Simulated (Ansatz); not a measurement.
Runs of Ansatz 0.2.0 on NaCl. It takes space group Fm-3m (No. 225, cubic). The conventional cell has a = 5.588 Å, b = 5.588 Å, c = 5.588 Å, α = 90.00°, β = 90.00°, γ = 90.00°. Around Cl (site symmetry m-3m) lie 6 Na at 2.79 Å. Na (site symmetry m-3m) is surrounded by 6 Cl at 2.79 Å. The cell is a database's computed one.

| task | level | cell | k mesh | smearing | points for each segment of the path | mesh quality | gap on the mesh (eV) | pressure (GPa) |
| --- | --- | --- | --- | --- | --- | --- | --- | --- |
| band structure | HSE03 | as given | 4 × 4 × 4 | fermi-dirac 0.05 eV | 4 | coarse | 6.36 | 1.0 |
| single point | PBEsol | as given | 8 × 8 × 8 | gaussian 0.02 eV | - | not flagged | 5.04 | (a) |
| Born charges and dielectric tensor | PBEsol | as given | 8 × 8 × 8 | fixed | - | not flagged | 5.04 | - |
| relaxation of cell and atoms | HSE03 | relaxed | 4 × 4 × 4 | fermi-dirac 0.05 eV | - | coarse | 6.20 | 0.0 |

Alike in all rows: potentials or basis Ansatz PAW; no spin polarisation; cutoff (eV) 420.

Task: Fill in the values left out.

Result: (a) 0.2.

Caveats: some runs use coarse meshes; the PAW data sets come from PBE, with cores solved anew for the run's functional, which leaves a small shift of forces and pressure; the thresholds are loose for stress (some runs); the plane-wave basis is chosen anew once the cell has moved, so the energies of steps on either side of that aren't comparable (some runs).

Runs at the PBE level aren't shown here.
